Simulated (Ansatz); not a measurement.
Wurtzite AgI, relaxed with r2SCAN, was run in Ansatz 0.2.0 under altered settings. All numbers are computed, without spin polarisation but where a row says otherwise.

```yaml
crystal:
  lattice:
    - [4.65087, 0.00000, 0.00000]
    - [-2.32544, 4.02777, 0.00000]
    - [0.00000, 0.00000, 7.59930]
  atoms:
    - { symbol: Ag, position: [0.33333, 0.66667, 0.00000] }
    - { symbol: Ag, position: [0.66667, 0.33333, 0.50000] }
    - { symbol: I, position: [0.33333, 0.66667, 0.37500] }
    - { symbol: I, position: [0.66667, 0.33333, 0.87500] }
```

The base run's other keys:
```yaml
kpoints:
  mp_grid: { grid: [6, 6, 2] }
hamiltonian:
  xc: pbesol
scf:
  occupations: { method: fixed }
  n_extra_bands: 5
```

It takes 7 iterations with 2779 plane waves at 420 eV and 14 k points, and leaves a mean stress of -1.73 GPa. The gap over this mesh is 1.234 eV. It ran on 4 threads of Arm Neoverse N1, on a shared host.

Outcomes, with energy and stress as changes against the base:
```
                                     setting            outcome  ΔF (meV/atom)  Δ mean stress (GPa)  gap on the mesh (eV)  iterations  wall time
             kpoints.mp_grid.grid: [8, 8, 1]          converged            -28                -0.25                 1.241           7      2.7 s
                               accuracy: low          converged            0.0                 0.00                 1.234           7      3.7 s
          kpoints.mp_grid.shift: [0, 0, 0.5]          converged           -0.1                +0.02                 1.993           7      2.3 s
                        scf.mixing.beta: 1.0          converged            0.0                 0.00                 1.234           8      4.4 s
                hamiltonian.dispersion: d3bj          converged           -300                -1.39                 1.234           7      3.7 s
             kpoints.mp_grid.grid: [4, 4, 4]          converged           +4.2                +0.08                 1.231           7      3.2 s
      scf.occupations: methfessel_paxton 0.2          converged            0.0                 0.00                 1.234           7      3.7 s
hamiltonian.xc: mr2scan (cutoff then 500 eV)          converged              –                +1.71                 1.862           7      7.1 s
                          basis.ecutwfc: 250  converged, warned          +1158                +0.71                 1.257           8      1.9 s
                  scf.occupations: cold 0.05          converged            0.0                 0.00                 1.234           7      3.7 s
            scf.occupations: fermi_dirac 0.5          converged            -27                +0.22                 1.245           7      3.6 s
                   scf.occupations: cold 0.2          converged            0.0                 0.00                 1.234           9      4.4 s
                          basis.ecutwfc: 750          converged           -1.5                 0.00                 1.234           7      6.2 s
                        scf.mixing.beta: 1.9            refused              –                    –                     –           –     0.04 s
```
A dash marks a value that wasn't obtained or can't be compared. Stress is positive in compression. The base took 5.1 s.

- kpoints.mp_grid.shift: [0, 0, 0.5]. The free energy moves by -0.1 meV an atom, the mean stress by +0.02 GPa and the gap on the mesh by +0.759 eV (to 1.993). The gap changes mostly because other points are sampled; a mesh that misses a band edge overestimates it.
- hamiltonian.dispersion: d3bj. The free energy moves by -300 meV an atom, the mean stress by -1.39 GPa and the gap on the mesh by 0.000 eV (to 1.234). A pairwise correction adds to energy, forces and stress and leaves the bands alone.
- hamiltonian.xc: mr2scan. The cutoff follows the functional, from 420 to 500 eV. The mean stress moves by +1.71 GPa and the gap on the mesh by +0.628 eV (to 1.862). It's another functional on the same cell, so totals aren't comparable.
- basis.ecutwfc: 250. 1273 plane waves in place of 2779. The free energy moves by +1158 meV an atom, the mean stress by +0.71 GPa and the gap on the mesh by +0.024 eV (to 1.257). The basis is too small: these are errors of the cutoff. Warned: cutoff below recommended.
- scf.mixing.beta: 1.9. The input is refused before any iteration. Error: invalid value for `scf.mixing.beta`: must be finite and in (0, 1]; got 1.9

Within 1 meV an atom, 0.1 GPa and 0.005 eV of the base stay: accuracy: low; scf.mixing.beta: 1.0; scf.occupations: methfessel_paxton 0.2; scf.occupations: cold 0.05; scf.occupations: cold 0.2.

No spin-orbit coupling is included; it can move band edges with weight on the heavy atoms by tenths of an eV.
